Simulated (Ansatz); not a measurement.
# PbSe (Clausthalite) (Fm-3m) in Ansatz: a series of runs, part 2 of 2

Ansatz 0.2.0. Earlier steps stand in the parts before.

**4. Band structure, HSE06**

The input, input.yaml:

```yaml
crystal:
  lattice:
    - [0.0, 3.06065, 3.06065]
    - [3.06065, 0.0, 3.06065]
    - [3.06065, 3.06065, 0.0]
  atoms:
    - { symbol: Pb, position: [0.0, 0.0, 0.0] }
    - { symbol: Se, position: [0.5, 0.5, 0.5] }
hamiltonian:
  xc: hse06
  pseudopotentials: { kind: paw }
kpoints:
  mp_grid: { grid: [4, 4, 4] }
  band_path:
    path:
      - [[0.0, 0.0, 0.0], [0.5, 0.0, 0.5], [0.5, 0.25, 0.75], [0.375, 0.375, 0.75], [0.0, 0.0, 0.0], [0.5, 0.5, 0.5], [0.625, 0.25, 0.625], [0.5, 0.25, 0.75], [0.5, 0.5, 0.5], [0.375, 0.375, 0.75]]
      - [[0.625, 0.25, 0.625], [0.5, 0.0, 0.5]]
    npoints: 4
scf:
  occupations: { method: fermi_dirac, width: 0.05 }
  n_extra_bands: 6
output:
  forces: true
  stress: true
  eigenvalues: true
  fatbands: false
```

Potentials or basis: Ansatz PAW.

The run is started by

```
ansatz run input.yaml --threads 2 --pin off --max-ram 5632MiB --backend cpu --events-out ev --progress --plain --runs-dir out
```

What it wrote:

```text
Warning: output.stress: scf.convergence.dr2_threshold = 1e-7 eV (the SCF's general default) is looser than the 2e-10 eV advised for a printed stress (1e-10 eV for each atom of the cell: 2). What an SCF threshold leaves in a stress goes as its square root, and in the free energy as the threshold itself, and one threshold admits the most on a small cell: of the crystals measured, under no hybrid functional and no lock of the moments, on runs that ended without the residual-converged pass, on stresses that held no estimate of that error, the worst erred by over 100 MPa in a component at 1e-7 eV an atom and by under 5 at 1e-10. Set scf.convergence.dr2_threshold to 2e-10 eV or tighter. The threshold is an SCF's pass mark: one that does not reach it within its budget of iterations ends unconverged, or closes short of it on a stop that the run arms, and scf.convergence.dr2_threshold's page says what that costs each kind of run
Warning: output.stress: scf.exx.energy_threshold = 1e-6 eV is looser than the 2e-8 eV advised for a stress under a hybrid functional (1e-8 eV for each atom of the cell: 2). Every SCF of the exchange loop can meet its threshold on dr2 while the loop round them stops early: no threshold on dr2 bounds what that leaves in the stress. Set scf.exx.energy_threshold to 2e-8 eV or tighter. The threshold is the loop's pass mark: a loop that does not reach it within its budget of cycles ends unconverged, and scf.exx.energy_threshold's page has the law
Warning: RAYON_NUM_THREADS=2 ignored (pool sized by the plan → 2); use --threads N
scf.n_extra_bands = 6 over 15 filled bands (N_el = 30.0): the run solves 21 bands
Engine: ansatz 0.2.0, x86_64-unknown-linux-gnu
Pseudopotentials: kind: paw
Pseudopotential: Pb, paw, valence charge 14, recommended cutoff 420 eV (normal), Pb.paw.azcp
Pseudopotential: Se, paw, valence charge 16, recommended cutoff 420 eV (normal), Se.paw.azcp
Functional definition: HSE06
  parameter a = 0.25
  parameter omega = 0.11/bohr
  exchange = pbe_x - a*pbe_x_sr(omega) + a*exact_x_sr(omega)
  correlation = pbe_c
Crystal: 2 atoms, lattice volume = 57.342 Å³
Basis set: ecut = 420 eV, 1139 PW (Γ), exchange–correlation on 60×60×60 points (8 copies of the dense FFT grid, shifted against one another)
Bands: 21, of which v1, the nominal top of the filled ones, is band 15 counted from 1 (14 counted from 0)
Symmetry: 48 space group operations
Space group: Fm-3m (ITA 225), of the structure as read, at distance tolerance 3.9e-5 Å
k-points: 8 of 64
Non-local potential: Pb, projectors of the file, l = 0: 2, l = 1: 2, l = 2: 2, l = 3: 2
Non-local potential: Se, projectors of the file, l = 0: 2, l = 1: 2, l = 2: 3, l = 3: 1
PAW form: soft (Blöchl's): semilocal exchange-correlation on the pseudo side does not see the compensation charge
PAW frozen core: Pb, regenerated for the run's functional, and the local potential with it (the file was generated under x = pbe(κ = 0.804, μ = 0.2195149727645171), c = pbe(β = 0.06672455060314922))
PAW frozen core: Se, regenerated for the run's functional, and the local potential with it (the file was generated under x = pbe(κ = 0.804, μ = 0.2195149727645171), c = pbe(β = 0.06672455060314922))
PAW one-centre angular grid: Pb, 590 points (default); XC on 64 Gauss nodes
PAW one-centre angular grid: Se, 590 points (default); XC on 64 Gauss nodes
Initial density: superposition of atomic densities (neutral atoms: chi_scale 0, normalization atom), corrected by the library's trained network
Initial wavefunctions: pseudopotential atomic-orbital guess
Functional: x = pbe(κ = 0.804, μ = 0.2195149727645171), c = pbe(β = 0.06672455060314922), warm-up for x = pbe(κ = 0.804, μ = 0.2195149727645171) + 0.25 (exact − pbe) at short range (hse, ω = 0.20786987370883472 Å⁻¹), c = pbe(β = 0.06672455060314922); HSE06 as pw.x's `hse` composes it (authors' and Libxc's form: `xc: wpbeh`)
[... 43 lines left out ...]
Internal energy: -17381.728128 eV  (E = F + TS)
E sigma→0 (E₀):  -17381.728176 eV
Entropy (-TS):   -0.000096 eV (-0.048 meV/atom)
Fermi energy:    9.108756 eV
--- Per-component energies (eV) ---
  E_band       = -496.447003
  E_kinetic    = 404.796570
  E_local      = -3527.630631  (includes V_loc(G=0)·N_el)
  E_nonlocal   = -246.517280
  E_hartree    = 1644.874719
  E_xc         = -260.029146
  E_vxc        = -185.127436  (∫ρ·V_xc dr)
  E_exx        = -99.574924  (= α·E_x^exact, valence–valence)
  E_paw        = -12285.199609  (= ΣΔE_a)
  E_vpaw       = -32.568831  (= ΣTr[D̂ρ^β])
  E_aug_tail   = -0.000503  (compensation charges beyond the density's cutoff)
  E_ewald      = -3011.707258
  E_core_change = -0.740068  (= ΣΔE_core)
  E_smearing   = -0.000096  (= −TS)
  E_closure    = 0.000003  (closes the sum)
  Σ components = -17381.728224   (vs F -17381.728224, Δ=3.64e-12)
--- Forces (eV/Å), atoms counted from 1 ---
  atom   1  Pb    -0.00000000     0.00000000    -0.00000000
  atom   2  Se    -0.00000000     0.00000000     0.00000000
  max |Σ_I F_I| component: 2.95e-29 eV/Å
--- Stress (GPa, compression-positive) ---
        1.341862      -0.000000      -0.000000
        0.000000       1.341862       0.000000
        0.000000       0.000000       1.341862
  P = ⅓ Tr σ = 1.3419 GPa (13.419 kbar)
--- Band table (eV; the first three rows and the last of 8) ---
  k-point 0: bands = ["-42.3783", "-42.3783", "-42.3746", "-42.3746", "-42.3746", "-9.9017", "-9.9017", "-9.8925", "-9.8925", "-9.8925", "-6.2746", "2.1205", "6.5564", "6.5564", "6.5564", "14.2257", "14.2257", "14.2257", "15.9031", "15.9031", "15.9031"]
  k-point 1: bands = ["-42.3783", "-42.3783", "-42.3745", "-42.3745", "-42.3745", "-9.9152", "-9.9152", "-9.8911", "-9.8774", "-9.8774", "-5.7834", "0.5748", "6.7286", "6.7286", "7.6248", "11.4151", "12.2189", "12.2189", "15.9242", "17.1944", "17.1944"]
  k-point 2: bands = ["-42.3783", "-42.3783", "-42.3745", "-42.3745", "-42.3745", "-9.9295", "-9.9295", "-9.8905", "-9.8612", "-9.8612", "-5.0920", "-0.8642", "6.9791", "6.9791", "8.7620", "9.4556", "10.9071", "10.9071", "18.0712", "19.7942", "19.7942"]
  k-point 7: bands = ["-42.3783", "-42.3783", "-42.3745", "-42.3745", "-42.3745", "-10.0012", "-9.9056", "-9.8804", "-9.8804", "-9.8481", "-4.6429", "0.0821", "3.9769", "3.9769", "7.7984", "11.1563", "14.4020", "14.4020", "17.2982", "17.2982", "21.5362"]
```

Wall time 55 s (2 threads of AMD EPYC 9R45 (Zen 5), shared host); peak memory 0.85 GiB.

Results:

```yaml
Free_energy: -17381.7282 eV
Pressure: 1.3 GPa
Band_gap_on_the_k_mesh: 0.69 eV, direct
Band_gap_along_the_path: 0.69 eV, direct
```

Levels at the corners of the path, in eV from the valence-band top:
```tsv
point	band 13	band 14	band 15	band 16	band 17	band 18
Γ	-2.21	-2.21	-2.21	5.46	5.46	5.46
X	-5.62	-3.69	-3.69	4.14	6.45	6.45
W	-4.79	-4.79	-0.96	2.39	5.64	5.64
K	-5.17	-3.13	-2.66	3.97	4.66	6.23
Γ	-2.21	-2.21	-2.21	5.46	5.46	5.46
L	-1.78	-1.78	0.00	0.69	2.15	2.15
U	-5.17	-3.13	-2.66	3.97	4.66	6.23
W	-4.79	-4.79	-0.96	2.39	5.64	5.64
L	-1.78	-1.78	0.00	0.69	2.15	2.15
K	-5.17	-3.13	-2.66	3.97	4.66	6.23
U	-5.17	-3.13	-2.66	3.97	4.66	6.23
X	-5.62	-3.69	-3.69	4.14	6.45	6.45
```

Caveat: the k mesh is coarse (spacing up to 0.44 Å⁻¹), so the values aren't converged, least of all with exact exchange; spin-orbit coupling is left out, which as a rule narrows the gap of such compounds by several tenths of an eV; the PAW data sets come from PBE, with cores solved anew for the run's functional, which leaves a small shift of forces and pressure; the thresholds are loose for stress.

**5. Overview**

| task | level | k mesh | q mesh | points for each segment of the path | atoms under strain | mesh quality | gap on the mesh (eV) | pressure (GPa) |
| --- | --- | --- | --- | --- | --- | --- | --- | --- |
| phonons | PBE | 6 × 6 × 6 | 2 × 2 × 2 | 8 | - | not flagged | 0.29 | - |
| elastic constants | PBE | 6 × 6 × 6 | - | - | relaxed | not flagged | 0.29 | 2.4 |
| band structure | HSE06 | 4 × 4 × 4 | - | 4 | - | coarse | 0.69 | 1.3 |

Alike in all rows: potentials or basis Ansatz PAW; no spin polarisation; cell as given; cutoff (eV) 420; smearing fermi-dirac 0.05 eV.

Caveats: some runs use coarse meshes; spin-orbit coupling is left out, which as a rule narrows the gap of such compounds by several tenths of an eV; the gap is small at this level, which inflates the dielectric constant (some runs); the PAW data sets come from PBE, with cores solved anew for the run's functional, which leaves a small shift of forces and pressure (some runs); the thresholds are loose for stress (some runs).

Total energies depend on the potentials used, so only differences within one code and one set of settings carry meaning.

**6. Comparison with measurements**

Step 2. Measured gap of PbSe: 0.28 eV (direct; 300 K; a printed reference work, monograph). This calculation gives 0.29 eV (+0.01 eV). 2 values of this kind are on record (0.15 to 0.28 eV); this one was drawn at random. Spin-orbit coupling on Pb, Se is left out. The value is that of PBE on a finite k mesh, which can miss the band edges, without temperature or zero-point motion.

Step 3. Against the measured gap of PbSe, 0.15 eV (direct; 4.2 K; a printed reference work, monograph), the calculated 0.29 eV is off by +0.14 eV. 2 values of this kind are on record (0.15 to 0.28 eV); this one was drawn at random. Spin-orbit coupling on Pb, Se is left out. The value is that of PBE on a finite k mesh, which can miss the band edges, without temperature or zero-point motion.
